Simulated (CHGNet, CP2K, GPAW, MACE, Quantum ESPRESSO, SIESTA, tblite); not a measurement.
# Which run comes nearest? Generalised stacking fault on (110) of BePd (80 atoms)

The cell holds 80 atoms: 40 Be and 40 Pd. Cell: a = 5.626 Å, b = 7.956 Å, c = 19.903 Å, α = 90.0°, β = 88.0°, γ = 90.0°. It derives from BePd (CsCl-type). CsCl-type BePd (a = 2.813 Å), cell with z along [110], 2 x 2 x 5 periods; the third cell vector is tilted by 0.250 of [001] and lengthened by 0 Å, so the cell holds one fault; displaced by a Gaussian of 0.01 Å. Then every atom was moved at random, 0.02 Å r.m.s. a Cartesian component.

Geometry: as built.

The reference, a calculation:

```
method                 : Kohn-Sham DFT, PBE, SSSP efficiency 1.3.0 pseudopotentials, plane waves (Quantum ESPRESSO 7.5); sssp-pbe-1.3.0-efficiency, cutoffs 55/440 Ry, Γ point
r.m.s. force component : 0.3261 eV/Å
longest force          : 1.756 eV/Å
pressure               : 7.071 GPa
time                   : 2.8 min on 4 MPI ranks of Arm Neoverse V1, shared host
CPU time               : 11 min
```

In doubt: a PseudoDojo file used here is known to give poor structures and forces (SIESTA), which bears on pressures, cells, forces and phonons.

Q: Estimate the differences from the reference, the CPU time and the memory of each run.
- tblite GFN1-xTB (tblite 0.8.0; 1 thread)
- CHGNet 0.3.0 potential (CHGNet 0.3.0; 1 thread)
- CP2K PBE, DZVP-MOLOPT-SR, 300/50 Ry, diagonalisation (CP2K 2026.2; 4 MPI ranks)
- SIESTA PBE, DZ, shift 0.01 Ry, mesh 300 Ry (SIESTA 5.4.2; 2 MPI ranks)
- MACE MP-0b3 medium potential (MACE MP-0b3 medium; 1 thread)
- CHGNet r2SCAN potential (CHGNet r2SCAN; 1 thread)
- CP2K PBE, DZVP-MOLOPT-SR, 600/70 Ry, diagonalisation (CP2K 2026.2; 4 MPI ranks)
- CP2K PBE, DZVP-MOLOPT-SR, 600/50 Ry, diagonalisation (CP2K 2026.2; 4 MPI ranks)
- CP2K LDA, DZVP-MOLOPT-SR, 600/50 Ry, diagonalisation (CP2K 2026.2; 4 MPI ranks)
- CP2K PBE+D3, DZVP-MOLOPT-SR, 600/50 Ry, diagonalisation (CP2K 2026.2; 4 MPI ranks)

Differences are against the plane-wave reference, forces as r.m.s. over components; share is that over the reference's r.m.s. force, slope the least-squares factor from reference forces to these. Total energies of different programs have different zeros and aren't compared.

| run | Δ force, r.m.s. (meV/Å) | share (%) | slope | Δ pressure (GPa) | cores | CPU time | memory (GiB) |
| --- | --- | --- | --- | --- | --- | --- | --- |
| reference | - | - | - | - | 4 | 11 min | 2.7 |
| tblite GFN1-xTB | 187 | 57.2 | 1.165 | 14.7 | 1 | 8.9 s | 0.15 |
| CHGNet 0.3.0 potential | 170 | 52.0 | 0.728 | -2.36 | 1 | 4.4 s | 2.0 |
| CP2K PBE, DZVP-MOLOPT-SR, 300/50 Ry, diagonalisation (coarse) | 1257 | 386 | 0.844 | 5.09 | 4 | 9.5 min | 3.1 |
| SIESTA PBE, DZ, shift 0.01 Ry, mesh 300 Ry (coarse) | 278 | 85.1 | 1.165 | 10.6 | 2 | 2.7 min | 0.86 |
| MACE MP-0b3 medium potential | 162 | 49.7 | 0.957 | -3.27 | 1 | 8 s | 1.0 |
| CHGNet r2SCAN potential | 191 | 58.5 | 0.467 | -5.94 | 1 | 4.3 s | 2.0 |
| CP2K PBE, DZVP-MOLOPT-SR, 600/70 Ry, diagonalisation | 22.6 | 6.94 | 1.054 | 1.56 | 4 | 14 min | 4.7 |
| CP2K PBE, DZVP-MOLOPT-SR, 600/50 Ry, diagonalisation | 22.7 | 6.95 | 1.054 | 1.56 | 4 | 10 min | 4.7 |
| CP2K LDA, DZVP-MOLOPT-SR, 600/50 Ry, diagonalisation | 30.8 | 9.45 | 0.938 | -14.4 | 4 | 11 min | 4.8 |
| CP2K PBE+D3, DZVP-MOLOPT-SR, 600/50 Ry, diagonalisation | 29.8 | 9.12 | 1.042 | -6.34 | 4 | 11 min | 4.8 |

Rows marked coarse were listed beforehand as settings not expected to be converged; some can still land near the reference.

Times of the machine-learned potentials are mostly Python's start and the loading of weights.

CPU time is summed over cores on a shared host, where runs went side by side, so it is rough. Symmetry, cutoffs, thresholds, outputs and thread counts weren't matched or tuned between programs; memory under MPI is the largest rank's times the ranks.

The PBE runs in local orbitals, coarse settings apart, differ by 6.9 % in each run; basis, grid and potentials can all enter. Tight binding differs by 57 % (tblite GFN1-xTB); it is another model, with fitted parameters of its own, and the xTB methods hold dispersion. Machine-learned potentials differ by 50 % (MACE MP-0b3 medium potential) to 59 % (CHGNet r2SCAN potential); they were trained on other programs' data, some at another functional. Among those trained on PBE data the slope goes as low as 0.73, with a correlation of 0.85, so directions differ as well as sizes. Rows with another functional or a dispersion term differ by 9.1 % (CP2K PBE+D3, DZVP-MOLOPT-SR, 600/50 Ry, diagonalisation) to 9.4 % (CP2K LDA, DZVP-MOLOPT-SR, 600/50 Ry, diagonalisation), which mixes the change of model with differences of basis and potentials. Periodic xTB results under one method name differ between programs and library versions. Machine-learned potentials mimic data converged in k, so the reference's own k-point error enters their differences. The electronic-structure runs sample only Γ, in a cell whose shortest periodic width is 6 Å, which is coarse for a cell with partly filled levels.

[Logs are printed without paths, hosts, clocks, repeated set-up lines and the standing remarks that a program may print on its own settings, such as how far it seeks lower states.]

[Hosts, paths, dates, database ids (printed as entryN), source tags and the programs' standing remarks are cut or masked in the printed files.]
